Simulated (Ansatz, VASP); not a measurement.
**One calculation of ZnAu, two programs**

INCAR

```
SYSTEM = ZnAu
PREC = Accurate
ENCUT = 520
EDIFF = 1E-7
ISMEAR = -1
SIGMA = 0.05
LREAL = .FALSE.
LASPH = .TRUE.
NELM = 80
ALGO = Normal
ISIF = 2
LWAVE = .FALSE.
LCHARG = .FALSE.
GGA = PE
NBANDS = 18
```

File KPOINTS:

```
Automatic mesh
0
G
  8 8 8
  0 0 0
```

POSCAR

```
ZnAu
1.0
    3.1044677592      0.0000000000      0.0000000000
    0.0000000000      3.1044677592      0.0000000000
    0.0000000000      0.0000000000      3.1044677592
Au Zn
1 1
Direct
    0.0000000000      0.0000000000      0.0000000000
    0.5000000000      0.5000000000      0.5000000000
```

input.yaml

```yaml
crystal:
  lattice:
    - [3.1044677592, 0.0, 0.0]
    - [0.0, 3.1044677592, 0.0]
    - [0.0, 0.0, 3.1044677592]
  atoms:
    - { symbol: Au, position: [0.0, 0.0, 0.0] }
    - { symbol: Zn, position: [0.5, 0.5, 0.5] }
hamiltonian:
  xc: pbe
  pseudopotentials: { kind: paw }
kpoints:
  mp_grid: { grid: [8, 8, 8] }
scf:
  occupations: { method: fermi_dirac, width: 0.05 }
output:
  forces: true
  stress: true
  eigenvalues: true
  write_density: true
  write_potential: true
  elf: true
  volumetric_format: npy
```

Change from the starting cell: volume scaled by 0.96.

Alike in both runs: task single point; functional PBE; k mesh 8 × 8 × 8; occupations fermi-dirac, width 0.05 eV; no spin polarisation.

|  | VASP | Ansatz |
| --- | --- | --- |
| version | VASP 6.6.1 | Ansatz 0.2.0 |
| potentials or method | VASP PAW PBE potentials, release 64 (Au, Zn) | Ansatz PAW |
| plane-wave cutoff (eV) | 520 | 420 |
| valence electrons in the cell | 23 | 31 |

Ansatz gave:

| Property | Result |
| --- | --- |
| gap on the k mesh at the Fermi level (eV) | none |
| pressure (GPa) | 11.6 |

Task: Which values does VASP return?

Result: gap on the k mesh at the Fermi level (eV): none; pressure (GPa): 11.8.

A gap of «none» marks a metal or a gap that the smearing closes. The two sets of potentials don't hold the same shells in valence.

The runs have no spin-orbit coupling, so splittings on Au are missing.
